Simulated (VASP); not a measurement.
PtS2:

```xyz
3
Lattice="3.5432 0.0000 0.0000 -1.7716 3.0685 0.0000 0.0000 0.0000 5.0388" Properties=species:S:1:pos:R:3 pbc="T T T"
Pt    0.0000    0.0000    0.0000
S     1.7716    1.0228    3.8950
S     0.0000    2.0457    1.1438
```

Program: VASP 6.6.1. Alike in all runs: task band structure; potentials or basis VASP PAW PBE potentials, release 64 (Pt, S); no spin polarisation; cell as given; cutoff (eV) 520; smearing fermi-dirac 0.05 eV.

Order these runs on this cell by their pressure, lowest first.
A. level TPSS; k mesh 9 × 9 × 5
B. level PBEsol0; k mesh 5 × 5 × 3; grid for exact exchange (PRECFOCK) Fast; exchange at q = 0 default
C. level PBE0; k mesh 5 × 5 × 3; grid for exact exchange (PRECFOCK) Fast; exchange at q = 0 truncated
D. level revPBE; k mesh 9 × 9 × 5
E. level r2SCAN-EpsX; k mesh 5 × 5 × 3; grid for exact exchange (PRECFOCK) Fast; exchange at q = 0 default; share of exact exchange 0.0654

B (2.9 GPa), C (6.4 GPa), E (8.2 GPa), A (10.7 GPa), D (13.0 GPa).

Caveats: the PAW data sets were made with another functional, which shifts forces and pressure a little; an unscreened hybrid on a path of extra k points without a Coulomb cutoff has errors near the mesh points, so the bands along the path aren't reliable (some runs).

Not every run made on this cell is shown here.
